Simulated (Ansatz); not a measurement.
TiTe2:

```
Te Ti
1.0
     3.77700    0.00000    0.00000
    -1.88850    3.27098    0.00000
     0.00000    0.00000    6.49800
Te Ti
2 1
Cartesian
  0.0000 2.1807 4.7903
  1.8885 1.0903 1.7077
  0.0000 0.0000 0.0000
```

| Property | Result |
| --- | --- |
| Program | Ansatz 0.2.0 |
| Task | relaxation of cell and atoms |
| Functional | revPBE |
| Potentials or basis | all-electron LAPW, scalar-relativistic |
| Basis error allowed | 0.002 eV/atom |
| k mesh | 8 × 8 × 4 |
| Occupations | fermi-dirac, width 0.05 eV |
| Spin | no spin polarisation |

At the start: volume 26.76 Å³/atom.

Where does the relaxation end?

Over 17 steps the energy falls by 37.6 meV/atom and the volume is 41.34 Å³/atom (+54.5 %); space group P-3m1 (No. 164, to 0.05 Å).

The path:
| step | energy change (eV) | largest force (eV/Å) | volume (Å³) |
| --- | --- | --- | --- |
| 1 | 0.0000 | 0.0689 | 80.28 |
| 2 | -0.0391 | 0.1111 | 88.99 |
| 3 | -0.0516 | 0.0926 | 88.63 |
| 4 | -0.0604 | 0.0281 | 89.32 |
| 5 | -0.0749 | 0.0073 | 91.89 |
| 6 | -0.0862 | 0.0440 | 95.41 |
| 7 | -0.0959 | 0.0589 | 99.67 |
| 8 | -0.1030 | 0.0368 | 103.98 |
| 9 | -0.1077 | 0.0047 | 107.83 |
| 10 | -0.1093 | 0.0952 | 112.09 |
| 11 | -0.1106 | 0.0932 | 116.41 |
| 12 | -0.1124 | 0.0189 | 119.52 |
| 13 | -0.1125 | 0.0122 | 120.31 |
| 14 | -0.1126 | 0.0056 | 122.32 |
| 15 | -0.1127 | 0.0008 | 123.31 |
| 16 | -0.1127 | 0.0025 | 124.02 |
| 17 | -0.1129 | 0.0026 | 124.02 |

Final structure:
```
CELL_PARAMETERS angstrom
3.79384 0.00000 0.00000
-1.89692 3.28556 0.00000
0.00000 0.00000 9.94976
ATOMIC_POSITIONS crystal
Te 0.33333 0.66667 0.82488
Te 0.66667 0.33333 0.17512
Ti 0.00000 0.00000 0.00000
```

Caveat: the volume moved by over 15 % at a fixed basis, so the end points are rough; this functional lacks dispersion, which binds the layers, so the pressure and a relaxed spacing across them are unreliable, and here the layers came unbound.
